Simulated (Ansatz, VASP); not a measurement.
**C: VASP beside Ansatz**

File INCAR:

```
SYSTEM = C
  PREC = Accurate
  ENCUT = 520
  EDIFF = 1E-6
  ISMEAR = 0
  SIGMA = 0.05
  LREAL = .FALSE.
  LASPH = .TRUE.
  NELM = 100
  ALGO = Normal
  ISIF = 2
  LWAVE = .FALSE.
  LCHARG = .FALSE.
  GGA = PE
  IVDW = 12
  NBANDS = 11
```

File KPOINTS:

```
Automatic mesh
0
G
  15 15 15
  0 0 0
```

File POSCAR:

```
C
1.0
    1.2530633577      0.7234564669      3.4170642636
   -1.2530633577      0.7234564669      3.4170642636
    0.0000000000     -1.4469129338      3.4170642636
C
2
Direct
    0.1590580365      0.1590580365      0.1590580365
    0.8409419635      0.8409419635      0.8409419635
```

Input for Ansatz:

```yaml
crystal:
  lattice:
    - [1.2530633577, 0.7234564669, 3.4170642636]
    - [-1.2530633577, 0.7234564669, 3.4170642636]
    - [0.0, -1.4469129338, 3.4170642636]
  atoms:
    - { symbol: C, position: [0.1590580365, 0.1590580365, 0.1590580365] }
    - { symbol: C, position: [0.8409419635, 0.8409419635, 0.8409419635] }
basis:
  ecutwfc: 520.0
kpoints:
  mp_grid: { grid: [15, 15, 15] }
hamiltonian:
  xc: pbe
  pseudopotentials: { kind: paw, azcp: { folder: soft_1 } }
  dispersion: d3bj
scf:
  occupations: { method: gaussian, width: 0.05 }
output:
  forces: true
  stress: true
  eigenvalues: true
  write_density: true
  write_potential: true
  elf: true
  volumetric_format: npy
```

Change from the starting cell: mode 4 frozen in at -0.076 Å, equal normal strain along x, y and z +0.0167.

Alike in both runs: task single point; functional PBE; dispersion D3(BJ); k mesh 15 × 15 × 15; occupations gaussian, width 0.05 eV; no spin polarisation.

```csv
,VASP,Ansatz
version,VASP 6.6.1,Ansatz 0.2.0
potentials or method,"VASP PAW PBE potentials, release 64 (C)","scalar-relativistic, plane waves, PAW"
plane-wave cutoff (eV),520,520
valence electrons in the cell,8,8
```

```tsv
	VASP	Ansatz	Ansatz less VASP
gap on the k mesh at the Fermi level (eV)	0.86	0.86	0.000
least direct gap on the mesh (eV)	0.86	0.86	0.000
pressure (GPa)	-13.8	-14.2	-0.41
largest component of the traceless stress (GPa)	9.47	9.93	+0.462
rms of the force components (eV/Å)	1.474	1.479	+0.0059
```

Atom by atom the forces differ by 0.006 eV/Å (rms over components).

Caveats: an odd mesh through Γ misses points on the zone boundary, where band edges often lie; forces of over 1 eV/Å show positions far from the minimum, so gaps and moduli don't describe the material at rest.
